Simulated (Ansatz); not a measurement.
**TePb, one cell by several methods**

```yaml
crystal:
  lattice:
    - [0.00000, 3.22700, 3.22700]
    - [3.22700, 0.00000, 3.22700]
    - [3.22700, 3.22700, 0.00000]
  atoms:
    - { symbol: Te, position: [0.53099, 0.53099, 0.46901] }
    - { symbol: Pb, position: [0.00000, 0.00000, 0.00000] }
```

Atom numbers follow the list: Te1, Pb2.

Conventional cell: a = 4.564 Å, b = 4.564 Å, c = 6.454 Å, α = 90.00°, β = 90.00°, γ = 90.00°. Te (atom 1) is surrounded by 6 Pb at 3.03 to 3.43 Å. Around Pb (atom 2) lie 6 Te at 3.03 to 3.43 Å.

The cell is COD entry 9008696, as deposited and not checked against the literature; nothing was relaxed. The listed cell was then made from it by scaling, straining or moving an atom.

No spin–orbit coupling, which matters for the heavy atoms here.

Levels of theory: DFT, PBE, PAW with Ansatz's default frozen-core files, scalar-relativistic (Ansatz 0.2.0); DFT, PBE, all-electron PAW with datasets made for the crystal, scalar-relativistic (Ansatz 0.2.0); DFT, PBE, all-electron LAPW, scalar-relativistic (Ansatz 0.2.0).

For PAW: a Γ-centred 11×11×11 k mesh, Fermi–Dirac smearing of 0.08 eV, cutoff 420 eV, no spin polarisation. The crystal-made all-electron datasets (AE datasets) take a cutoff of 240 eV at this cell. LAPW targets a basis error of 1 meV/atom. The Ansatz runs share mesh, smearing and spin set-up. Plane-wave (PAW) pressures include the program's estimate of the Pulay term.

Stress and pressure are positive in compression.

The change that made this cell: atom 1 (Te) moved by (0.0000, 0.0000, 0.2000) Å.

Spin–orbit coupling is left out, which moves gradients at and beside heavy atoms by some per cent and at worst by a factor of two.

| quantity | PAW | AE datasets | LAPW |
| --- | --- | --- | --- |
| pressure (GPa) | 2.81 | 2.82 | 2.82 |
| stress xx (GPa) | 2.28 | 2.29 | 2.29 |
| stress zz (GPa) | 3.88 | 3.88 | 3.89 |
| force on Te1, z (eV/Å) | -0.259 | -0.259 | -0.259 |
| force on Pb2, z (eV/Å) | 0.259 | 0.259 | 0.259 |
| band gap (eV) | 1.017 | 1.016 | 1.016 |
| field gradient Vzz at Te1 (10²¹ V/m²) | 0.95 | 0.95 | – |
| field gradient Vzz at Pb2 (10²¹ V/m²) | ? | ? | – |

Question: What belongs in the row "field gradient Vzz at Pb2 (10²¹ V/m²)", column "PAW"?

Answer: -8.01.

Question: What belongs in the row "field gradient Vzz at Pb2 (10²¹ V/m²)", column "AE datasets"?

Answer: -8.10.
